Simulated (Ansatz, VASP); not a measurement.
One calculation of C, two programs

The input INCAR:

```
PREC = Accurate
ENCUT = 520
EDIFF = 1E-7
ISMEAR = 0
SIGMA = 0.05
LREAL = F
LASPH = T
NELM = 100
ALGO = Normal
ISIF = 2
LWAVE = F
LCHARG = F
GGA = PE
IVDW = 12
NBANDS = 11
```

File KPOINTS:

```
Automatic mesh
0
Gamma
  15 15 15
```

POSCAR

```
C
1.0
    1.2632929494      0.7293625244      3.4449600376
   -1.2632929494      0.7293625244      3.4449600376
    0.0000000000     -1.4587250488      3.4449600375
C
2
Direct
    0.1722488039      0.1722488039      0.1722488039
    0.8277511961      0.8277511961      0.8277511961
```

Input for Ansatz:

```yaml
crystal:
  lattice:
    - [1.2632929494, 0.7293625244, 3.4449600376]
    - [-1.2632929494, 0.7293625244, 3.4449600376]
    - [0.0, -1.4587250488, 3.4449600375]
  atoms:
    - { symbol: C, position: [0.1722488039, 0.1722488039, 0.1722488039] }
    - { symbol: C, position: [0.8277511961, 0.8277511961, 0.8277511961] }
basis:
  ecutwfc: 520.0
kpoints:
  mp_grid: { grid: [15, 15, 15] }
hamiltonian:
  xc: pbe
  pseudopotentials: { kind: paw, azcp: { folder: soft_1 } }
  dispersion: d3bj
scf:
  occupations: { method: gaussian, width: 0.05 }
output:
  forces: true
  stress: true
  eigenvalues: true
```

Change from the starting cell: mode 4 frozen in at +0.057 Å, equal normal strain along x, y and z +0.0250.

Alike in both runs: task single point; functional PBE; dispersion D3(BJ); k mesh 15 × 15 × 15; occupations gaussian, width 0.05 eV; no spin polarisation.

|  | VASP | Ansatz |
| --- | --- | --- |
| version | VASP 6.6.1 | Ansatz 0.2.0 |
| potentials or method | VASP PAW PBE potentials, release 64 (C) | scalar-relativistic, plane waves, PAW |
| plane-wave cutoff (eV) | 520 | 520 |
| valence electrons in the cell | 8 | 8 |

VASP gave:

| Item | Value |
| --- | --- |
| gap on the k mesh at the Fermi level (eV) | 0.44 |
| least direct gap on the mesh (eV) | 0.44 |
| pressure (GPa) | -18.8 |
| largest component of the traceless stress (GPa) | 16.42 |
| rms of the force components (eV/Å) | 1.112 |

Problem. What did Ansatz give for the same quantities?

Solution. gap on the k mesh at the Fermi level (eV): 0.44; least direct gap on the mesh (eV): 0.44; pressure (GPa): -19.2; largest component of the traceless stress (GPa): 16.86; rms of the force components (eV/Å): 1.116.

Atom by atom the forces differ by 0.004 eV/Å (rms over components).

Caveats: so large a pressure means that the cell lies far from this level's equilibrium, or that cutoff or potentials fall short (VASP); an odd mesh through Γ misses points on the zone boundary, where band edges often lie; forces of over 1 eV/Å show positions far from the minimum, so gaps and moduli don't describe the material at rest.
